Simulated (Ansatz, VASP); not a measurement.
## Pd: VASP beside Ansatz

INCAR

```
SYSTEM = Pd
PREC = Accurate
ENCUT = 520
EDIFF = 1E-7
ISMEAR = -1
SIGMA = 0.05
LREAL = .False.
LASPH = .True.
NELM = 60
ALGO = Normal
ISIF = 2
LWAVE = .False.
LCHARG = .False.
GGA = PS
NBANDS = 11
```

File KPOINTS:

```
Automatic mesh
0
Gamma
  12 12 12
  0 0 0
```

The input POSCAR:

```
Pd
1.0
    0.0000000000      1.9593911042      1.9593911042
    1.9593911042      0.0000000000      1.9593911042
    1.9593911042      1.9593911042      0.0000000000
Pd
1
Direct
    0.0000000000      0.0000000000      0.0000000000
```

Contents of input.yaml:

```yaml
crystal:
  lattice:
    - [0.0, 1.9593911042, 1.9593911042]
    - [1.9593911042, 0.0, 1.9593911042]
    - [1.9593911042, 1.9593911042, 0.0]
  atoms:
    - { symbol: Pd, position: [0.0, 0.0, 0.0] }
hamiltonian:
  xc: pbesol
  pseudopotentials: { kind: paw }
kpoints:
  mp_grid: { grid: [12, 12, 12] }
scf:
  occupations: { method: fermi_dirac, width: 0.05 }
output:
  forces: true
  stress: true
  eigenvalues: true
```

Change from the starting cell: volume scaled by 1.02.

Alike in both runs: task single point; functional PBEsol; k mesh 12 × 12 × 12; occupations fermi-dirac, width 0.05 eV; no spin polarisation.

```csv
,VASP,Ansatz
version,VASP 6.6.1,Ansatz 0.2.0
potentials or method,"VASP PAW PBE potentials, release 64 (Pd)",Ansatz PAW
plane-wave cutoff (eV),520,420
valence electrons in the cell,10,18
```

|  | VASP | Ansatz | Ansatz less VASP |
| --- | --- | --- | --- |
| gap on the k mesh at the Fermi level (eV) | none | none | - |
| pressure (GPa) | -6.7 | -6.4 | +0.29 |

A gap of «none» marks a metal or a gap that the smearing closes. The two sets of potentials don't hold the same shells in valence.

Caveats: the PAW data sets were made with another functional, which shifts forces and pressure a little (VASP); the PAW data sets come from PBE, with cores solved anew for the run's functional, which leaves a small shift of forces and pressure (Ansatz).
